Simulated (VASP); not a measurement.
# MgO (Fm-3m) in VASP: notebook

One crystal, MgO, is run at these levels: PBE, PBEsol; tasks: band structure.

Everything below comes from runs of VASP 6.6.1. Logs are shortened: lines on timing, memory, paths and dates and some standing lists are left out, and cuts for length are marked.

**Measured values to compare with.**

From “Electronic structure of alkaline earth and post-transition metal oxides”, 2009, arxiv:0908.1581, for a bulk crystal of MgO: band gap 7.83 eV.

The runs below are set against these values where they give the same quantity.

## (1) Starting point

Symmetry: Fm-3m, No. 225, cubic system. The conventional cell has a = 4.194 Å, b = 4.194 Å, c = 4.194 Å, α = 90.00°, β = 90.00°, γ = 90.00°. Around Mg (site symmetry m-3m) lie 6 O at 2.10 Å. O (site symmetry m-3m) is surrounded by 6 Mg at 2.10 Å.

The cell is a database's computed one.

## (2) Band structure, PBE

POSCAR reads:

```
MgO
1.0
    0.0000000000      2.0970013927      2.0970013927
    2.0970013927      0.0000000000      2.0970013927
    2.0970013927      2.0970013927      0.0000000000
Mg O
1 1
Direct
    0.0000000000      0.0000000000      0.0000000000
    0.5000000000      0.5000000000      0.5000000000
```

INCAR.step1 reads:

```
SYSTEM = MgO
ALGO     = Normal         ! electronic algorithm
EDIFF    = 1E-6           ! SCF threshold, eV
ENCUT    = 520            ! plane-wave cutoff, eV
GGA      = PE             ! functional
ISIF     = 2              ! what is computed and relaxed
ISMEAR   = 0              ! smearing method
LASPH    = .TRUE.         ! aspherical terms in the spheres
LCHARG   = .TRUE.         ! write CHGCAR
LREAL    = .FALSE.        ! projectors in reciprocal space
LWAVE    = .FALSE.        ! write WAVECAR
NBANDS   = 11             ! bands
NELM     = 80             ! most SCF steps
PREC     = Accurate       ! precision mode
SIGMA    = 0.02           ! smearing width, eV
```

KPOINTS.step1 reads:

```
k-points
0
G
  12 12 12
  0 0 0
```

INCAR.step2 reads:

```
SYSTEM = MgO
ALGO     = Normal         ! electronic algorithm
EDIFF    = 1E-6           ! SCF threshold, eV
ENCUT    = 520            ! plane-wave cutoff, eV
GGA      = PE             ! functional
ICHARG   = 11             ! starting density
ISIF     = 2              ! what is computed and relaxed
ISMEAR   = 0              ! smearing method
LASPH    = .TRUE.         ! aspherical terms in the spheres
LCHARG   = .FALSE.        ! write CHGCAR
LREAL    = .FALSE.        ! projectors in reciprocal space
LWAVE    = .FALSE.        ! write WAVECAR
NBANDS   = 11             ! bands
NELM     = 80             ! most SCF steps
PREC     = Accurate       ! precision mode
SIGMA    = 0.05           ! smearing width, eV
```

KPOINTS.step2 reads:

```
path GXWKGLUWLK,UX
10
line-mode
reciprocal
 0.0000000000  0.0000000000  0.0000000000  G
 0.5000000000  0.0000000000  0.5000000000  X

 0.5000000000  0.0000000000  0.5000000000  X
 0.5000000000  0.2500000000  0.7500000000  W

 0.5000000000  0.2500000000  0.7500000000  W
 0.3750000000  0.3750000000  0.7500000000  K

 0.3750000000  0.3750000000  0.7500000000  K
 0.0000000000  0.0000000000  0.0000000000  G

 0.0000000000  0.0000000000  0.0000000000  G
 0.5000000000  0.5000000000  0.5000000000  L

 0.5000000000  0.5000000000  0.5000000000  L
 0.6250000000  0.2500000000  0.6250000000  U

 0.6250000000  0.2500000000  0.6250000000  U
 0.5000000000  0.2500000000  0.7500000000  W

 0.5000000000  0.2500000000  0.7500000000  W
 0.5000000000  0.5000000000  0.5000000000  L

 0.5000000000  0.5000000000  0.5000000000  L
 0.3750000000  0.3750000000  0.7500000000  K

 0.6250000000  0.2500000000  0.6250000000  U
 0.5000000000  0.0000000000  0.5000000000  X
```

Potentials or basis: VASP PAW PBE potentials, release 64 (Mg, O).

Launch:

```console
$ cat potpaw_PBE.64/Mg/POTCAR potpaw_PBE.64/O/POTCAR > POTCAR
$ cp INCAR.step1 INCAR
$ cp KPOINTS.step1 KPOINTS
$ mpirun -np 1 vasp_std > vasp.out
$ cp INCAR.step2 INCAR
$ cp KPOINTS.step2 KPOINTS
$ mpirun -np 1 vasp_std > vasp.out
```

OUTCAR:

```text
SYSTEM = MgO
   EDIFF = 1E-6
   ENCUT = 520
   GGA = PE
   ICHARG = 11
   ISIF = 2
   ISMEAR = 0
   LASPH = .TRUE.
   LREAL = .FALSE.
   NELM = 80
   PREC = Accurate

 ion  position               nearest neighbor table
   1  0.000  0.000  0.000-   2 2.10   2 2.10   2 2.10   2 2.10   2 2.10   2 2.10
   2  0.500  0.500  0.500-   1 2.10   1 2.10   1 2.10   1 2.10   1 2.10   1 2.10

  LATTYP: Found a face centered cubic cell.
 ALAT       =     4.1940027854

  Lattice vectors:

 A1 = (   0.0000000000,   2.0970013927,   2.0970013927)
 A2 = (   2.0970013927,   0.0000000000,   2.0970013927)
 A3 = (   2.0970013927,   2.0970013927,   0.0000000000)

Analysis of symmetry for initial positions (statically):
=====================================================================
 Subroutine PRICEL returns:
 Original cell was already a primitive cell.

 Routine SETGRP: Setting up the symmetry group for a
 face centered cubic supercell.

 Subroutine GETGRP returns: Found 48 space group operations
 (whereof 48 operations were pure point group operations)
 out of a pool of 48 trial point group operations.

The static configuration has the point symmetry O_h .

Analysis of symmetry for dynamics (positions and initial velocities):
=====================================================================
 Subroutine PRICEL returns:
 Original cell was already a primitive cell.

 Routine SETGRP: Setting up the symmetry group for a
 face centered cubic supercell.

 Subroutine GETGRP returns: Found 48 space group operations
 (whereof 48 operations were pure point group operations)
 out of a pool of 48 trial point group operations.

The dynamic configuration has the point symmetry O_h .

 Subroutine INISYM returns: Found 48 space group operations
 (whereof 48 operations are pure point group operations),
 and found     1 'primitive' translations

----------------------------------------------------------------------------------------

                                     Primitive cell

  volume of cell :      18.4428

  direct lattice vectors                    reciprocal lattice vectors
     0.000000000  2.097001393  2.097001393    -0.238435702  0.238435702  0.238435702
     2.097001393  0.000000000  2.097001393     0.238435702 -0.238435702  0.238435702
     2.097001393  2.097001393  0.000000000     0.238435702  0.238435702 -0.238435702

  length of vectors
     2.965607810  2.965607810  2.965607810     0.412982751  0.412982751  0.412982751

[... 77 lines left out ...]
   NSW    =      0    number of steps for IOM
   IBRION =     -1    ionic relax: 0-MD 1-quasi-New 2-CG
   NFREE  =      0    steps in history (QN), initial steepest desc. (CG)
   ISIF   =      2    stress and relaxation
   ISYM   =      2    0-nonsym 1-usesym 2-fastsym
   POTIM  = 0.5000    time-step for ionic-motion
   TEBEG  =    0.0;   TEEND  =   0.0 temperature during run
   PSTRESS=    0.0 pullay stress
   NELECT =       8.0000    total number of electrons
   NUPDOWN=      -1.0000    fix difference up-down
   EMIN   =  10.00;   EMAX   =-10.00  energy-range for DOS
   EFERMI =   0.00;   METHOD = LEGACY
   ISMEAR =     0;   SIGMA  =   0.05  broadening in eV -4-tet -1-fermi 0-gaus
   EFERMI_NEDOS =   21; number of points for ismear=-14 and -15
   IALGO  =     38    algorithm
   IMIX   =      4    mixing-type and parameters
     AMIX     =   0.40;   BMIX     =  1.00
     AMIX_MAG =   1.60;   BMIX_MAG =  1.00
  volume/ion in A,a.u.               =       9.22        62.23
  Fermi-wavevector in a.u.,A,eV,Ry     =   1.239261  2.341864 20.895389  1.535768
  Thomas-Fermi vector in A             =   2.373752
   LORBIT       =      0    0 simple, 1 ext, 2 COOP (PROOUT), +10 PAW based schemes
   GGA     = PE    functional components
   LHFCALC =     F    Hartree Fock is set to
   AEXX    =    0.0000 exact exchange contribution
   IVDW    =     0    specifies the selected vdW correction
   LEPSILON=     F    determine dielectric tensor
   LRPA    =     F    only Hartree local field effects (RPA)
 non-spin polarized calculation
 Gauss-broadening in eV      SIGMA  =   0.05
  energy-cutoff  :      520.00
  volume of cell :       18.44
 maximum number of plane-waves:       531
 NGX is ok and might be reduce to    24

 number of electron       8.0000004 magnetization

 Free energy of the ion-electron system (eV)
  ---------------------------------------------------
  ext. energy  EPLUGINS =         0.00000000
  ---------------------------------------------------
  free energy    TOTEN  =       -12.05397513 eV

  energy without entropy =      -12.05397513  energy(sigma->0) =      -12.05397513

 E-fermi :   3.6349     XC(G=0): -11.1399

 val. band max:        3.2843007979   @ k =   0.0000   0.0000   0.0000
 cond. band min:       8.1372736575   @ k =   0.0000   0.0000   0.0000
 fundamental gap:      4.8529728596
 Fermi energy:         3.6348508854

 k-point     1 :       0.0000    0.0000    0.0000
  band No.  band energies     occupation
      1     -14.0459      2.00000
      2       3.2843      2.00000
      3       3.2843      2.00000
      4       3.2843      2.00000
      5       8.1373      0.00000
      6      19.1573      0.00000
      7      19.1573      0.00000
      8      19.1573      0.00000
      9      23.1080      0.00000
     10      24.8968      0.00000
     11      24.8968      0.00000
[... 309 lines left out ...]
 k-point    24 :       0.4583    0.2917    0.7500
  band No.  band energies     occupation
      1     -12.4222      2.00000
      2      -0.0076      2.00000
      3       0.5193      2.00000
      4       1.6446      2.00000
      5      14.3773      0.00000
      6      15.4609      0.00000
      7      15.4931      0.00000
      8      19.4154      0.00000
      9      24.2315      0.00000
     10      26.5996      0.00000
     11      30.0225      0.00000

 [... further k-points ...]
[... 5 lines left out ...]
  --------------------------------------------------------------------------------------
  -------------------------------------------------------------------------------------
  Total        0.4212582      0.4212582      0.4212582     -0.0000000     -0.0000000      0.0000000
  in kB       36.5959284     36.5959284     36.5959284     -0.0000000     -0.0000000      0.0000000
  external PRESSURE =      36.5959284 kB  Pullay stress =       0.0000000 kB

 VOLUME and BASIS-vectors are now :
 -----------------------------------------------------------------------------
  energy-cutoff  :      520.00
  volume of cell :       18.44
      direct lattice vectors                 reciprocal lattice vectors
     0.000000000  2.097001393  2.097001393    -0.238435702  0.238435702  0.238435702
     2.097001393  0.000000000  2.097001393     0.238435702 -0.238435702  0.238435702
     2.097001393  2.097001393  0.000000000     0.238435702  0.238435702 -0.238435702

 POSITION                                       TOTAL-FORCE (eV/Angst)
 -----------------------------------------------------------------------------------
      0.00000      0.00000      0.00000        -0.000000     -0.000000     -0.000000
      2.09700      2.09700      2.09700         0.000000      0.000000      0.000000
 -----------------------------------------------------------------------------------
    total drift:                               -0.000000     -0.000000      0.000000

  FREE ENERGIE OF THE ION-ELECTRON SYSTEM (eV)
  ---------------------------------------------------
  free  energy   TOTEN  =       -12.0539751281 eV

  energy  without entropy=      -12.0539751281  energy(sigma->0) =      -12.05397513
```

OUTCAR.step1:

```text
SYSTEM = MgO
   EDIFF = 1E-6
   ENCUT = 520
   GGA = PE
   ISIF = 2
   ISMEAR = 0
[... 560 lines left out ...]
      0.00000      0.00000      0.00000         0.000000      0.000000      0.000000
      2.09700      2.09700      2.09700        -0.000000     -0.000000     -0.000000
 -----------------------------------------------------------------------------------
    total drift:                               -0.000000     -0.000000      0.000000

  FREE ENERGIE OF THE ION-ELECTRON SYSTEM (eV)
  ---------------------------------------------------
  free  energy   TOTEN  =       -11.8976952575 eV

  energy  without entropy=      -11.8976952575  energy(sigma->0) =      -11.89769526
```

OSZICAR.step1:

```text
N       E                     dE             d eps       ncg     rms          rms(c)
DAV:   1     0.123532201800E+02    0.12353E+02   -0.45299E+03  1840   0.643E+02
DAV:   2    -0.129957090941E+02   -0.25349E+02   -0.24649E+02  1821   0.135E+02
DAV:   3    -0.134596297564E+02   -0.46392E+00   -0.46367E+00  1905   0.156E+01
DAV:   4    -0.134606968904E+02   -0.10671E-02   -0.10671E-02  1743   0.873E-01
DAV:   5    -0.134607004349E+02   -0.35445E-05   -0.35445E-05  1866   0.495E-02    0.723E+00
DAV:   6    -0.119137902731E+02    0.15469E+01   -0.86755E+00  1659   0.163E+01    0.219E+00
DAV:   7    -0.119030917302E+02    0.10699E-01   -0.54910E-02  1734   0.208E+00    0.134E+00
DAV:   8    -0.118980639516E+02    0.50278E-02   -0.26800E-02  1683   0.184E+00    0.233E-01
DAV:   9    -0.118976963313E+02    0.36762E-03   -0.58516E-04  1815   0.167E-01    0.129E-01
DAV:  10    -0.118976935237E+02    0.28076E-05   -0.49094E-04  1752   0.163E-01    0.951E-03
DAV:  11    -0.118976954308E+02   -0.19071E-05   -0.25627E-06  1836   0.137E-02    0.528E-03
DAV:  12    -0.118976952575E+02    0.17325E-06   -0.57753E-07   954   0.578E-03
   1 F= -.11897695E+02 E0= -.11897695E+02  d E =-.781948E-14
```

It took 27 s on 1 thread of AMD EPYC 7R43 (Zen 3), shared host; peak memory 0.12 GiB.

Results:

```
Band gap on the k mesh  : 4.85 eV, direct
Band gap along the path : 4.85 eV, direct
```

Levels at the corners of the path, in eV from the valence-band top:
| point | band 2 | band 3 | band 4 | band 5 | band 6 | band 7 |
| --- | --- | --- | --- | --- | --- | --- |
| Γ | 0.00 | 0.00 | 0.00 | 4.85 | 15.87 | 15.87 |
| X | -4.14 | -1.37 | -1.37 | 9.14 | 10.11 | 13.24 |
| X | -4.14 | -1.37 | -1.37 | 9.14 | 10.11 | 13.24 |
| W | -3.00 | -3.00 | -1.79 | 11.74 | 11.74 | 12.33 |
| W | -3.00 | -3.00 | -1.79 | 11.74 | 11.74 | 12.33 |
| K | -3.54 | -2.74 | -1.16 | 10.16 | 11.92 | 12.65 |
| K | -3.54 | -2.74 | -1.16 | 10.16 | 11.92 | 12.65 |
| Γ | 0.00 | 0.00 | 0.00 | 4.85 | 15.87 | 15.87 |
| Γ | 0.00 | 0.00 | 0.00 | 4.85 | 15.87 | 15.87 |
| L | -4.67 | -0.67 | -0.67 | 7.98 | 12.75 | 16.44 |
| L | -4.67 | -0.67 | -0.67 | 7.98 | 12.75 | 16.44 |
| U | -3.54 | -2.74 | -1.16 | 10.16 | 11.92 | 12.65 |
| U | -3.54 | -2.74 | -1.16 | 10.16 | 11.92 | 12.65 |
| W | -3.00 | -3.00 | -1.79 | 11.74 | 11.74 | 12.33 |
| W | -3.00 | -3.00 | -1.79 | 11.74 | 11.74 | 12.33 |
| L | -4.67 | -0.67 | -0.67 | 7.98 | 12.75 | 16.44 |
| L | -4.67 | -0.67 | -0.67 | 7.98 | 12.75 | 16.44 |
| K | -3.54 | -2.74 | -1.16 | 10.16 | 11.92 | 12.65 |
| U | -3.54 | -2.74 | -1.16 | 10.16 | 11.92 | 12.65 |
| X | -4.14 | -1.37 | -1.37 | 9.14 | 10.11 | 13.24 |

Caveat: the log is that of the step along the path at fixed density, whose energy, stress, charges and moments have no meaning.

## (3) Band structure, PBEsol

POSCAR is that of step 2.

INCAR.step1: that of step 2 with these lines changed.

```diff
@@ -4,3 +4,3 @@
 ENCUT    = 520            ! plane-wave cutoff, eV
-GGA      = PE             ! functional
+GGA      = PS             ! functional
 ISIF     = 2              ! what is computed and relaxed
```

KPOINTS.step1 is that of step 2.

INCAR.step2: that of step 2 with these lines changed.

```diff
@@ -4,3 +4,3 @@
 ENCUT    = 520            ! plane-wave cutoff, eV
-GGA      = PE             ! functional
+GGA      = PS             ! functional
 ICHARG   = 11             ! starting density
```

KPOINTS.step2 is that of step 2.

Potentials or basis: VASP PAW PBE potentials, release 64 (Mg, O).

Launch:

```console
$ cat potpaw_PBE.64/Mg/POTCAR potpaw_PBE.64/O/POTCAR > POTCAR
$ cp INCAR.step1 INCAR
$ cp KPOINTS.step1 KPOINTS
$ mpirun -np 1 vasp_std > vasp.out
$ cp INCAR.step2 INCAR
$ cp KPOINTS.step2 KPOINTS
$ mpirun -np 1 vasp_std > vasp.out
```

Run time: 28 s. Hardware: 1 thread of AMD EPYC 7R43 (Zen 3), shared host; peak memory 0.11 GiB.

The run converged. Its results:

| Item | Value |
| --- | --- |
| Band gap on the k mesh | 4.76 eV, direct |
| Band gap along the path | 4.76 eV, direct |

Levels at the corners of the path, in eV from the valence-band top:
| point | band 1 | band 2 | band 3 | band 4 | band 5 | band 6 | band 7 | band 8 |
| --- | --- | --- | --- | --- | --- | --- | --- | --- |
| Γ | -17.27 | 0.00 | 0.00 | 0.00 | 4.76 | 15.70 | 15.70 | 15.70 |
| X | -15.66 | -4.20 | -1.38 | -1.38 | 8.93 | 10.02 | 13.11 | 19.04 |
| X | -15.66 | -4.20 | -1.38 | -1.38 | 8.93 | 10.02 | 13.11 | 19.04 |
| W | -15.60 | -3.05 | -3.05 | -1.82 | 11.59 | 11.59 | 12.24 | 15.56 |
| W | -15.60 | -3.05 | -3.05 | -1.82 | 11.59 | 11.59 | 12.24 | 15.56 |
| K | -15.64 | -3.60 | -2.79 | -1.18 | 9.99 | 11.83 | 12.51 | 18.17 |
| K | -15.64 | -3.60 | -2.79 | -1.18 | 9.99 | 11.83 | 12.51 | 18.17 |
| Γ | -17.27 | 0.00 | 0.00 | 0.00 | 4.76 | 15.70 | 15.70 | 15.70 |
| Γ | -17.27 | 0.00 | 0.00 | 0.00 | 4.76 | 15.70 | 15.70 | 15.70 |
| L | -15.93 | -4.74 | -0.68 | -0.68 | 7.83 | 12.65 | 16.31 | 16.31 |
| L | -15.93 | -4.74 | -0.68 | -0.68 | 7.83 | 12.65 | 16.31 | 16.31 |
| U | -15.64 | -3.60 | -2.79 | -1.18 | 9.99 | 11.83 | 12.51 | 18.17 |
| U | -15.64 | -3.60 | -2.79 | -1.18 | 9.99 | 11.83 | 12.51 | 18.17 |
| W | -15.60 | -3.05 | -3.05 | -1.82 | 11.59 | 11.59 | 12.24 | 15.56 |
| W | -15.60 | -3.05 | -3.05 | -1.82 | 11.59 | 11.59 | 12.24 | 15.56 |
| L | -15.93 | -4.74 | -0.68 | -0.68 | 7.83 | 12.65 | 16.31 | 16.31 |
| L | -15.93 | -4.74 | -0.68 | -0.68 | 7.83 | 12.65 | 16.31 | 16.31 |
| K | -15.64 | -3.60 | -2.79 | -1.18 | 9.99 | 11.83 | 12.51 | 18.17 |
| U | -15.64 | -3.60 | -2.79 | -1.18 | 9.99 | 11.83 | 12.51 | 18.17 |
| X | -15.66 | -4.20 | -1.38 | -1.38 | 8.93 | 10.02 | 13.11 | 19.04 |

Caveat: the log is that of the step along the path at fixed density, whose energy, stress, charges and moments have no meaning; the PAW data sets were made with another functional, which shifts forces and pressure a little.

## (4) Against experiment

Step 2. Measured gap of MgO: 7.83 eV (quoted in “Electronic structure of alkaline earth and post-transition metal oxides”, 2009, arxiv:0908.1581). This calculation gives 4.85 eV (-2.98 eV). The value is that of PBE, without temperature or zero-point motion. Semilocal functionals fall short of measured gaps as a rule. The cell is a database's relaxed one, not the measured one, which moves gaps too.

Step 3. Measured gap of MgO: 7.83 eV (quoted in “Electronic structure of alkaline earth and post-transition metal oxides”, 2009, arxiv:0908.1581). This calculation gives 4.76 eV (-3.07 eV). The value is that of PBEsol, without temperature or zero-point motion. Semilocal functionals fall short of measured gaps as a rule. The cell is a database's relaxed one, not the measured one, which moves gaps too.
